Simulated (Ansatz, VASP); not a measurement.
**C: VASP beside Ansatz**

```xyz
10
Lattice="1.2611 0.7281 10.2964 -1.2611 0.7281 10.2964 0.0000 -1.4561 10.2964" Properties=species:S:1:pos:R:3 pbc="T T T"
C     0.0000    0.0000    0.7722
C     0.0000    0.0000   30.1171
C     0.0000    0.0000    3.3453
C     0.0000    0.0000   27.5440
C     0.0000    0.0000    4.8898
C     0.0000    0.0000   25.9995
C     0.0000    0.0000   11.5835
C     0.0000    0.0000   19.3058
C     0.0000    0.0000   13.1279
C     0.0000    0.0000   17.7613
```

Alike in both runs: task single point; functional PBE; k mesh 4 × 4 × 4; occupations fermi-dirac, width 0.1 eV; no spin polarisation.

|  | VASP | Ansatz |
| --- | --- | --- |
| version | VASP 6.6.1 | Ansatz 0.2.0 |
| potentials or method | VASP PAW PBE potentials, release 64 (C) | PAW, plane waves, scalar-relativistic |
| plane-wave cutoff (eV) | 520 | 420 |
| valence electrons in the cell | 40 | 40 |

|  | VASP | Ansatz | Ansatz less VASP |
| --- | --- | --- | --- |
| pressure (GPa) | 3.4 | 2.8 | -0.61 |
| largest component of the traceless stress (GPa) | 4.67 | 4.61 | -0.057 |
| rms of the force components (eV/Å) | 0.181 | 0.180 | -0.0004 |

Atom by atom the forces differ by 0.001 eV/Å (rms over components). The functional is the same, so the differences come from potentials, cutoffs and numerics.

Caveats: the k mesh is coarse (spacing up to 0.72 Å⁻¹), so the values aren't converged. A k mesh can miss the band edges.
